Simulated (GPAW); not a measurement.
Runs of GPAW 26.7.0 on MgB2. It takes space group P6/mmm (No. 191, hexagonal). Conventional cell: a = 3.085 Å, b = 3.085 Å, c = 3.523 Å, α = 90.00°, β = 90.00°, γ = 120.00°. Mg (site symmetry 6/mmm) has 12 B at 2.51 Å as nearest neighbours. B (site symmetry -6m2) is surrounded by 3 B at 1.78 Å. 

```csv
level,gap on the mesh (eV),pressure (GPa),relaxed volume (Å³/atom)
PBEsol,none,0.0,(a)
PBEsol+D3(BJ),none,-0.2,9.23
PBEsol+D4,none,-0.1,9.34
PBEsol+D3,none,-0.1,(b)
PBEsol+D3(BJ)+ATM,none,-0.1,9.28
```

Alike in all rows: task relaxation of cell and atoms; potentials or basis PAW data sets generated in the run's folder for this functional, pw; no spin polarisation; cell relaxed; k mesh 7 × 7 × 6; cutoff (eV) 800; smearing fermi-dirac 0.05 eV.

Q: Fill in the values left out.

A: (a) 9.48; (b) 9.29.

Caveats: later steps reuse the first step's grids; pairwise dispersion overbinds metals, which lowers pressure and volume (some runs).

A gap of «none» marks a metal or a gap under the smearing width.
